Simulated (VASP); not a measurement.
Crystal: PbSe.

```
CELL_PARAMETERS angstrom
0.00000 3.05226 3.05226
3.05226 0.00000 3.05226
3.05226 3.05226 0.00000
ATOMIC_POSITIONS crystal
Pb 0.00000 0.00000 0.00000
Se 0.50000 0.50000 0.50000
```

Program: VASP 6.6.1. Alike in all runs: task band structure; potentials or basis VASP PAW PBE potentials, release 64 (Pb_d, Se); no spin polarisation; cell as given; k mesh 6 × 6 × 6; cutoff (eV) 520; smearing gaussian 0.03 eV.

Order these runs on this cell by their band gap on the k mesh, lowest first.
A. level PBE0; exchange at q = 0 truncated
B. level PBEsol
C. level HSE06; screening parameter 0.2 1/A

B (0.18 eV), C (0.68 eV), A (1.21 eV).

Caveats: spin-orbit coupling is left out, which as a rule narrows the gap of such compounds by several tenths of an eV.

